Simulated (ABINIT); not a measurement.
AgBr:

```
Ag Br
1.0
     0.00000    2.87015    2.87015
     2.87015    0.00000    2.87015
     2.87015    2.87015    0.00000
Ag Br
1 1
Direct
  0.00000 0.00000 0.00000
  0.50000 0.50000 0.50000
```

Base run:

| Item | Value |
| --- | --- |
| Program | ABINIT 10.8.3 (patched build) |
| Functional | PBE0 |
| Potentials or basis | SPMS NC PBE v1.0 |
| Cutoff | 599 eV |
| k mesh | 6 × 6 × 6 |
| Occupations | fixed |
| Spin | no spin polarisation |

Its results: band gap on the k mesh 2.52 eV, indirect (least direct gap 4.40 eV); pressure 1.7 GPa.

**Question.** The run is repeated on the same cell with these changes: functional from PBE0 to PBEsol. What comes out?

**Answer.** Band gap on the k mesh 0.49 eV, indirect (least direct gap 2.45 eV); pressure -1.6 GPa.

PBE0 gives the wider gap, since exact exchange removes part of the self-interaction.

Caveats: the potentials were made for another functional, which shifts forces and pressure.

A k mesh can miss the band edges.
